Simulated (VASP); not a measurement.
## TiN: optical spectrum with PBE

The system is TiN.

```
Ti N
1.0
     0.00000    2.12000    2.12000
     2.12000    0.00000    2.12000
     2.12000    2.12000    0.00000
Ti N
1 1
Cartesian
  0.0000 0.0000 0.0000
  2.1200 2.1200 2.1200
```

The cell was built by a generator and isn't the measured one.

```
Program                : VASP 6.6.1
Task                   : optical spectrum
Functional             : PBE
Potentials or basis    : VASP PAW PBE potentials, release 64 (Ti_sv, N)
Cutoff                 : 520 eV
k mesh                 : 12 × 12 × 12
Occupations            : fermi-dirac, width 0.05 eV
Spin                   : no spin polarisation
Further INCAR settings : ALGO = Fast; EDIFF = 1e-06; NBANDS = 32
```

The pressure is 1.8 GPa and the band gap on the k mesh is none (metal or under the smearing width).

Levels at points of the mesh, in eV from the Fermi level:
| k point | band 7 | band 8 | band 9 | band 10 | band 11 | band 12 |
| --- | --- | --- | --- | --- | --- | --- |
| (0.00, 0.00, 0.00) | -2.00 | -2.00 | -0.58 | -0.58 | -0.58 | 0.62 |
| (0.50, 0.00, 0.00) | -5.44 | -5.44 | 1.72 | 1.72 | 2.40 | 5.78 |
| (0.50, 0.50, 0.00) | -3.19 | -3.19 | -3.03 | 1.68 | 2.42 | 2.42 |

Dielectric function (mean over the directions given):
| energy (eV) | real part | imaginary part |
| --- | --- | --- |
| 0.27 | 51.52 | 55.97 |
| 0.67 | -10.56 | 7.48 |
| 1.21 | 4.14 | 2.07 |
| 1.75 | 5.74 | 1.37 |
| 2.15 | 8.33 | 1.48 |
| 2.69 | 8.89 | 3.03 |
| 3.22 | 9.93 | 5.83 |
| 3.76 | 8.53 | 9.35 |
| 4.16 | 7.41 | 5.74 |
| 4.70 | 8.46 | 8.03 |
| 5.24 | 6.30 | 12.26 |
| 5.78 | 4.70 | 10.86 |
| 6.18 | 2.81 | 9.54 |
| 6.72 | 0.47 | 8.49 |
| 7.25 | 0.27 | 6.12 |
| 7.79 | -0.76 | 8.58 |
| 8.19 | -0.67 | 8.05 |
| 8.73 | -1.49 | 6.62 |
| 9.27 | -2.00 | 4.73 |
| 9.81 | -2.83 | 4.02 |
| 10.21 | -2.43 | 2.59 |
| 10.75 | -1.65 | 1.41 |
| 11.28 | -0.74 | 1.29 |
| 11.82 | 0.13 | 0.75 |
| 12.22 | 0.89 | 1.77 |
| 12.76 | 0.73 | 1.77 |
| 13.30 | 0.48 | 3.29 |
| 13.84 | 0.26 | 1.76 |
| 14.24 | -0.09 | 3.11 |
| 14.78 | -0.16 | 1.38 |
| 15.31 | 0.44 | 1.28 |
| 15.85 | 0.54 | 0.59 |
| 16.25 | 1.32 | 1.01 |
| 16.79 | 1.43 | 1.56 |
| 17.33 | 0.77 | 2.75 |
| 17.87 | -0.15 | 1.81 |
| 18.27 | 0.30 | 1.49 |
| 18.81 | 0.24 | 1.90 |
| 19.34 | -0.14 | 1.83 |
| 19.88 | -0.18 | 1.32 |

It took 38 s on 1 thread of Intel(R) Xeon(R) Platinum 8488C (Sapphire Rapids) (shared host), peak memory 0.2 GiB.

Caveat: spectra need much finer meshes, so this one isn't converged; independent-particle spectra lack excitons; the intraband (Drude) part of a metal's response may be missing.
